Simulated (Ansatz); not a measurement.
## fcc against bcc along group 14

Computed with DFT, LDA (PW92), plane waves (420 eV) with PAW, scalar-relativistic (Ansatz). The PAW files were generated under PBE, with cores re-solved for the functional.

Each structure is relaxed within its symmetry, in the lowest magnetic state of the tried starts. Differences under about 8 meV lie within the error of the k-point mesh.

```tsv
element	E(fcc) − E(bcc) (meV/atom)	V(fcc) (Å³/atom)	V(bcc) (Å³/atom)	state of fcc	state of bcc
C	267	6.86	6.32	spin not included	spin not included
Si	12	13.88	14.09	spin not included	spin not included
Ge	4	18.11	17.91	spin not included	spin not included
Sn	-2	25.87	25.42	spin not included	spin not included
Pb	?	?	?	?	?
```

(1) Fill in the row of Pb.

Results:

(1) E(fcc) − E(bcc) (meV/atom): -37; V(fcc) (Å³/atom): 28.97; V(bcc) (Å³/atom): 28.95; state of fcc: spin not included; state of bcc: spin not included.
